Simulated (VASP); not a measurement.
A run of VASP 6.6.1 is set up as follows.

The input INCAR:

```
  ALGO = Normal
  EDIFF = 1E-6
  EDIFFG = -0.01
  ENCUT = 600
  IBRION = 2
  ISIF = 3
  ISMEAR = 1
  LASPH = True
  LCHARG = False
  LMIXTAU = True
  LREAL = False
  LWAVE = False
  METAGGA = LAK
  NELM = 80
  NSW = 40
  PREC = Accurate
  SIGMA = 0.1
```

Contents of KPOINTS:

```
k-points
0
Gamma
  13 13 13
```

Contents of POSCAR:

```
Cu
1.0
    0.0000000000      1.8075000000      1.8075000000
    1.8075000000      0.0000000000      1.8075000000
    1.8075000000      1.8075000000      0.0000000000
Cu
1
Direct
    0.0000000000      0.0000000000      0.0000000000
```

Potentials or basis: VASP PAW PBE potentials, release 64 (Cu).

Launch:

```bash
$ cat potpaw_PBE.64/Cu/POTCAR > POTCAR
$ mpirun -np 1 vasp_std > vasp.out
```

Task: Estimate the band gap on the k mesh.

Result: None (metal or under the smearing width).

Task: Estimate the relaxed cell.

Result: a = 2.582 Å, b = 2.582 Å, c = 2.582 Å, α = 60.00°, β = 60.00°, γ = 60.00°.

Task: Predict the relaxed volume.

Result: 12.18 Å³/atom.

Task: What does it give for the space group after relaxing (to 0.05 Å)?

Result: Fm-3m (No. 225).

Step by step:
```
step  energy change (eV)  largest force (eV/Å)  pressure (GPa)  volume (Å³)
   1              0.0000                0.0000            4.57        11.81
   2             -0.0058                0.0000           -2.26        12.40
   3             -0.0067                0.0000           -0.54        12.24
   4             -0.0066                0.0000           -0.16        12.20
   5             -0.0065                0.0000           -0.03        12.18
```

Caveat: the PAW data sets were made with another functional, which shifts forces and pressure a little. Zero-point motion and thermal expansion aren't in these numbers.
